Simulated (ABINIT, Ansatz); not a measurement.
Given: the input of a run of Ansatz 0.2.0 on CuAu3. 

The input input.yaml:

```yaml
crystal:
  lattice:
    - [3.98, 0.0, 0.0]
    - [0.0, 3.98, 0.0]
    - [0.0, 0.0, 3.98]
  atoms:
    - { symbol: Au, position: [0.5, 0.5, 0.0] }
    - { symbol: Au, position: [0.5, 0.0, 0.5] }
    - { symbol: Au, position: [0.0, 0.5, 0.5] }
    - { symbol: Cu, position: [0.0, 0.0, 0.0] }
kpoints:
  mp_grid: { grid: [7, 7, 7] }
scf:
  occupations: { method: fermi_dirac, width: 0.05 }
hamiltonian:
  xc: pbesol
  pseudopotentials: { kind: all_electron, lapw: { basis_error: 0.001 } }
output:
  forces: true
  stress: true
  eigenvalues: true
  populations: true
```

Potentials or basis: all-electron LAPW, scalar-relativistic.

Launch:

```sh
$ ansatz run input.yaml --threads 2 --pin off --max-ram 8192MiB --backend cpu --events-out ev --progress --plain --runs-dir out
```

Q: What does the same run look like in ABINIT 10.8.3 (patched build)? Potentials or basis there: PseudoDojo NC SR PBEsol v0.4.1 standard, cutoff 1252 eV.

A: As run (cutoffs and basis follow the program's own potentials, and thresholds, step limits or extra output files can differ):

File run.abi:

```
# Pseudopotentials
pp_dirpath "./"
pseudos "Au.upf, Cu.upf"

# Structure
acell 3.98 3.98 3.98 Angstrom
rprim
     1.0000000000     0.0000000000     0.0000000000
     0.0000000000     1.0000000000     0.0000000000
     0.0000000000     0.0000000000     1.0000000000
ntypat 2
znucl 79 29
natom 4
typat 1 1 1 2
xred
     0.5000000000     0.5000000000     0.0000000000
     0.5000000000     0.0000000000     0.5000000000
     0.0000000000     0.5000000000     0.5000000000
     0.0000000000     0.0000000000     0.0000000000

# Plane-wave basis
ecut 46.0

# k points
kptopt 1
ngkpt 7 7 7
nshiftk 1
shiftk 0.0 0.0 0.0

# Exchange and correlation
ixc -116133

# Bands and occupations
nband 46
occopt 3
tsmear 0.00183747

# SCF cycle
nstep 100
tolvrs 1.0e-10

# Output
iomode 3
prtwf 0
prtden 0
prteig 0
prtebands 0
```

Potentials or basis: PseudoDojo NC SR PBEsol v0.4.1 standard.

The run is started by

```sh
$ abinit run.abi > log 2>&1
```

Both were run:

|  | Ansatz | ABINIT |
| --- | --- | --- |
| Pressure | -1.0 GPa | -1.4 GPa |

Where Ansatz's input types no cutoff or centring, it takes its own default and a Γ-centred mesh.

Pressure is positive in compression.
